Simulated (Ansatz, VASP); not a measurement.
# One calculation of Ge, two programs

File INCAR:

```
SYSTEM = Ge
PREC = Accurate ; ENCUT = 520
EDIFF = 1E-7 ; ISMEAR = -1
SIGMA = 0.05 ; LREAL = .FALSE.
LASPH = .TRUE. ; NELM = 60
ALGO = Normal ; ISIF = 2
LWAVE = .FALSE. ; LCHARG = .FALSE.
GGA = PS ; NBANDS = 21
```

File KPOINTS:

```
regular mesh
0
G
  13 13 13
  0 0 0
```

POSCAR

```
Ge
1.0
    0.0000000000      2.4456721356      2.4456721356
    2.4456721356      0.0000000000      2.4456721356
    2.4456721356      2.4456721356      0.0000000000
Ge
2
Direct
   -0.1250000000     -0.1250000000     -0.1250000000
    0.1250000000      0.1250000000      0.1250000000
```

Input for Ansatz:

```yaml
crystal:
  lattice:
    - [0.0, 2.4456721356, 2.4456721356]
    - [2.4456721356, 0.0, 2.4456721356]
    - [2.4456721356, 2.4456721356, 0.0]
  atoms:
    - { symbol: Ge, position: [-0.125, -0.125, -0.125] }
    - { symbol: Ge, position: [0.125, 0.125, 0.125] }
kpoints:
  mp_grid: { grid: [13, 13, 13] }
scf:
  occupations: { method: fermi_dirac, width: 0.05 }
hamiltonian:
  xc: pbesol
  pseudopotentials: { kind: all_electron, lapw: { basis_error: 0.001 } }
output:
  forces: true
  stress: true
  eigenvalues: true
  populations: true
```

Change from the starting cell: volume scaled by 0.64, LAPW.

Alike in both runs: task single point; functional PBEsol; k mesh 13 × 13 × 13; occupations fermi-dirac, width 0.05 eV; no spin polarisation.

|  | VASP | Ansatz |
| --- | --- | --- |
| version | VASP 6.6.1 | Ansatz 0.2.0 |
| potentials or method | VASP PAW PBE potentials, release 64 (Ge_d) | all-electron LAPW, scalar-relativistic |
| plane-wave cutoff (eV) | 520 | see its input |

```csv
,VASP,Ansatz,Ansatz less VASP
pressure (GPa),83.7,83.4,-0.33
```

Ansatz ran all-electron here, so the differences hold the error of VASP's frozen core and of both bases.

Caveats: the cell as given lies far from equilibrium; so large a pressure means that the cell lies far from this level's equilibrium, or that cutoff or potentials fall short (VASP); the potentials were made for another functional, which shifts forces and pressure (VASP).
